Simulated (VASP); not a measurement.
Write the native input for VASP 6.6.1 that does the following.

```yaml
Task: single point
Functional: PBEsol
Potentials_or_basis: VASP PAW PBE potentials, release 64 (Ba_sv)
Cutoff: 520 eV
k_mesh: 10 × 10 × 6
Occupations: gaussian, width 0.1 eV
Spin: no spin polarisation
Dipole_correction: no
Further_INCAR_settings: ALGO = Fast; EDIFF = 1e-07; NBANDS = 17
```

The structure of Ba lies in POSCAR:

```
Ba
1.0
    3.4459484801     -2.4452647397      0.0000000000
    3.4459484801      2.4452647397      0.0000000000
    0.0000000000      0.0000000000      6.9020280117
Ba
2
Direct
    0.7501850166      0.2498149834      0.2500000000
    0.2498149834      0.7501850166      0.7500000000
```

The input as run:

INCAR

```
  PREC = Accurate
  ENCUT = 520
  EDIFF = 1E-7
  ISMEAR = 0
  SIGMA = 0.1
  LREAL = F
  LASPH = T
  NELM = 100
  ALGO = Fast
  ISIF = 2
  LWAVE = F
  LCHARG = T
  GGA = PS
  LELF = T
  LVHAR = T
  NBANDS = 17
```

KPOINTS

```
Automatic mesh
0
Gamma
  10 10 6
```

Potentials or basis: VASP PAW PBE potentials, release 64 (Ba_sv).

Command:

```console
$ cat potpaw_PBE.64/Ba_sv/POTCAR > POTCAR
$ mpirun -np 1 vasp_std > vasp.out
```

Results of the run:

| Quantity | Value |
| --- | --- |
| Pressure | 0.1 GPa |
| Band gap on the k mesh | none (metal or under the smearing width) |

Caveat: the PAW data sets were made with another functional, which shifts forces and pressure a little.

It took 2.8 min on 1 thread of Intel(R) Xeon(R) Platinum 8488C (Sapphire Rapids) (shared host), peak memory 0.36 GiB.
